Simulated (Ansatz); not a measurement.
BaS: pressure against volume scale

All results are calculated (Ansatz 0.2.0). Periodic Kohn-Sham DFT of a crystal at fixed atoms, scaled to volume_scale times the given cell; pressure positive in compression, energy less spherical unpolarised free atoms, largest_vzz the field gradient of largest size among the nuclei.

The cell before it is scaled or strained (space group F-43m, No. 216):
```
CELL_PARAMETERS angstrom
0.00000 3.51610 3.51610
3.51610 0.00000 3.51610
3.51610 3.51610 0.00000
ATOMIC_POSITIONS crystal
Ba 0.00000 0.00000 0.00000
S 0.25000 0.25000 0.25000
```

Settings of every row: method frozen-core PAW; functional PBE; relativity scalar; k mesh 9x9x9; filling fermi-dirac; smearing width 0.08 eV; wave cutoff 420 eV; paw set soft_2.

Atom start moment: 0 on all atoms.

Limits: no spin-orbit coupling on heavy atoms; the cell comes from a prototype or a list of computed structures and needn't be the stable phase.

```csv
row,volume scale,V (Å³/atom),pressure (GPa)
1,0.9405,40.883,1.966
2,0.98,42.6,0.623
3,1,43.471,0.039
4,1.02,44.339,?
5,1.06,46.078,-1.4
```

Question: what pressure should row 4 give?

Worked fit of pressure. Take u = (V_r/V)^(2/3) − 1 with V_r = 43.035 Å³ an atom, which is twice the finite (Eulerian) strain; such expansions in the strain, on which the Birch-Murnaghan equation of state is built, carry the rest volume and the bulk modulus. The shown rows have u = 0.03479, 0.0068, -0.0067, -0.04453. Least squares give pressure = 0.324 + 43.47 × u + 106.86 × u² GPa; a straight line predicts inner rows, each left out in turn, worse (root mean square 0.11 against 0.0031 GPa). The rows lie off it by 0.000, -0.002, 0.001, 0.000. The pressure vanishes at u = -0.0076, or V = 43.53 Å³ an atom, and there the bulk modulus at fixed shape and fractions is B = −V dP/dV = (2/3)(1 + u) dP/du = 27.7 GPa. The withheld row has u = -0.0197, so the fit gives 0.324 + 43.47 × (-0.0197) + 106.86 × (-0.0197)² = -0.491 GPa.

The calculation gave -0.49 GPa. The fit lies 0.001 GPa (0.03 % of the column's range) below it, one unit of the last digit.
